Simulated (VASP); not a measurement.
Set up this calculation in VASP 6.6.1, as the native input.

| Item | Value |
| --- | --- |
| Task | single point |
| Functional | PBE |
| Potentials or basis | VASP PAW PBE potentials, release 64 (Ti_sv, C) |
| Cutoff | 520 eV |
| k mesh | 22 × 22 × 22 |
| Occupations | gaussian, width 0.1 eV |
| Spin | no spin polarisation |
| Further INCAR settings | ALGO = Fast; EDIFF = 1e-07 |

The structure of TiC lies in POSCAR:

```
TiC
1.0
    0.0000000000      2.1593000000      2.1593000000
    2.1593000000      0.0000000000      2.1593000000
    2.1593000000      2.1593000000      0.0000000000
Ti C
1 1
Direct
    0.0000000000      0.0000000000      0.0000000000
    0.5000000000      0.5000000000      0.5000000000
```

One way to write it, as run:

INCAR

```
  ALGO = Fast
  EDIFF = 1E-7
  ENCUT = 520
  GGA = PE
  ISIF = 2
  ISMEAR = 0
  LASPH = True
  LCHARG = False
  LREAL = False
  LWAVE = False
  NELM = 60
  PREC = Accurate
  SIGMA = 0.1
```

KPOINTS

```
k-points
0
Gamma
  22 22 22
```

Potentials or basis: VASP PAW PBE potentials, release 64 (Ti_sv, C).

Command:

```bash
$ cat potpaw_PBE.64/Ti_sv/POTCAR potpaw_PBE.64/C/POTCAR > POTCAR
$ mpirun -np 1 vasp_std > vasp.out
```

It gave:

```yaml
Pressure: 2.7 GPa
Band_gap_on_the_k_mesh: none (metal or under the smearing width)
```

Run time: 2.2 min on 1 thread of Intel(R) Xeon(R) 6975P-C (Granite Rapids), with other jobs on the host, peak memory 0.21 GiB.
